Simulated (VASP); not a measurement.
Crystal: SrCl2.

```
Sr Cl
1.0
     0.00000    3.48835    3.48835
     3.48835    0.00000    3.48835
     3.48835    3.48835    0.00000
Sr Cl
1 2
Direct
  0.00000 0.00000 0.00000
  0.75000 0.75000 0.75000
  0.25000 0.25000 0.25000
```

- Program: VASP 6.6.1
- Task: single point
- Functional: PBE
- Potentials or basis: VASP PAW PBE potentials, release 64 (Sr_sv, Cl)
- Cutoff: 900 eV
- k mesh: 10 × 10 × 10
- Occupations: gaussian, width 0.05 eV
- Spin: no spin polarisation

On this cell: pressure 1.1 GPa; largest force zero by symmetry; band gap on the k mesh 5.34 eV, indirect (least direct gap 5.51 eV).

The same run follows on a disturbed copy (grid = ENCUT=900 k=10x10x10 ISMEAR=0 SIGMA=0.05 PREC=Accurate EDIFF=1e-08 LREAL=False ADDGRID=False LASPH=True; atoms moved at random, drawn with an rms of 0.1 Å):

```
Sr Cl
1.0
     0.00000    3.48835    3.48835
     3.48835    0.00000    3.48835
     3.48835    3.48835    0.00000
Sr Cl
1 2
Cartesian
  0.0999 0.1633 -0.0153
  5.2091 5.2722 5.2426
  1.8059 1.8087 1.7258
```

Task: What changes?

Result: The energy moves by +12.6 meV/atom; pressure 1.4 GPa; largest force 0.427 eV/Å; band gap on the k mesh 5.31 eV, indirect (least direct gap 5.50 eV).

Forces on the atoms (eV/Å):
```
Sr  -0.251 -0.332  0.096
Cl   0.317  0.232 -0.161
Cl  -0.067  0.100  0.065
```

Stress tensor (GPa, compression positive):
```
 1.45  0.37 -0.17
 0.37  1.35 -0.46
-0.17 -0.46  1.44
```

A k mesh can miss the band edges.
